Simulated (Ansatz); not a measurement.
Crystal: CdSe.

```xyz
2
Lattice="0.0000 2.8740 2.8740 2.8740 0.0000 2.8740 2.8740 2.8740 0.0000" Properties=species:S:1:pos:R:3 pbc="T T T"
Cd    0.0000    0.0000    0.0000
Se    2.8740    2.8740    2.8740
```

Measurements of this composition are mostly on another form, of space group No. 186.

Base run:

- Program: Ansatz 0.2.0
- Functional: LDA
- Potentials or basis: all-electron LAPW, scalar-relativistic
- Cutoff: 218 eV (chosen from the basis error)
- Basis error allowed: 0.001 eV/atom
- k mesh: 8 × 8 × 8
- Occupations: gaussian, width 0.1 eV
- Spin: no spin polarisation

Its results: band gap on the k mesh none (metal or under the smearing width); pressure -6.0 GPa.

**Question.** The run is repeated on the same cell with these changes: functional from LDA to PBE; occupations from gaussian, width 0.1 eV to gaussian, width 0.05 eV. What comes out?

**Answer.** Band gap on the k mesh none (metal or under the smearing width); pressure -0.3 GPa.
